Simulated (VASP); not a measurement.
# Ca: restarted molecular dynamics, 2 variants

Ca, Im-3m (no. 229), 8 atoms in the cell. PBE, molecular dynamics; PAW potentials Ca_pv (PBE set).

| Restart from | Temperature at the end (K) | The same without a restart (K) | Potential energy at the end (eV/atom) | The same without a restart (eV/atom) | Electronic steps in the first step after the restart | Time (s) |
|---|---|---|---|---|---|---|
| CONTCAR with velocities, WAVECAR read | 345.0 | 345.0 | -1.83509 | -1.83509 | 4 | 248 |
| CONTCAR with velocities, no WAVECAR | 345.0 | 345.0 | -1.83510 | -1.83509 | 18 | 269 |

Limits: 120 fs of 8 atoms are too short for converged averages.

## Input of the first row

INCAR.step1:
```
SYSTEM = Ca
ALGO = Fast
ANDERSEN_PROB = 0.0
EDIFF = 1E-6
ENCUT = 200
GGA = PE
IBRION = 0
ISIF = 2
ISMEAR = -1
ISYM = 0
KPAR = 2
LASPH = .True.
LCHARG = .False.
LREAL = Auto
LWAVE = .True.
MDALGO = 1
NELM = 60
NELMIN = 4
NSW = 30
POTIM = 2.0
PREC = Normal
RANDOM_SEED = 908603 0 0
SIGMA = 0.05
TEBEG = 600
```

INCAR.step2, as INCAR.step1 but for:
```
- LWAVE = .True.
+ LWAVE = .False.
```

KPOINTS:
```
k-points
0
Monkhorst-Pack
  2 2 2
```

POSCAR.step1:
```
Ca
1.0
   -4.4800000000      4.4800000000      4.4800000000
    4.4800000000     -4.4800000000      4.4800000000
    4.4800000000      4.4800000000     -4.4800000000
Ca
8
Direct
    0.0000000000      0.0000000000      0.0000000000
    0.0000000000      0.0000000000      0.5000000000
    0.0000000000      0.5000000000      0.0000000000
    0.0000000000      0.5000000000      0.5000000000
    0.5000000000      0.0000000000      0.0000000000
    0.5000000000      0.0000000000      0.5000000000
    0.5000000000      0.5000000000      0.0000000000
    0.5000000000      0.5000000000      0.5000000000
```

Commands (each step's output is kept before the next begins):
```
cat potpaw_PBE.64/Ca_pv/POTCAR > POTCAR
cp INCAR.step1 INCAR
cp POSCAR.step1 POSCAR
mpirun -np 2 vasp_std > vasp.out
cp CONTCAR POSCAR
cp INCAR.step2 INCAR
mpirun -np 2 vasp_std > vasp.out
```

Changes of the last row against the first:
```
(step 1)
- LWAVE = True
+ LWAVE = False
```

VASP 6.6.1 took 248 s on 2 cores (Intel Xeon Platinum 8375C @ 2.90GHz (Ice Lake)), a shared host.
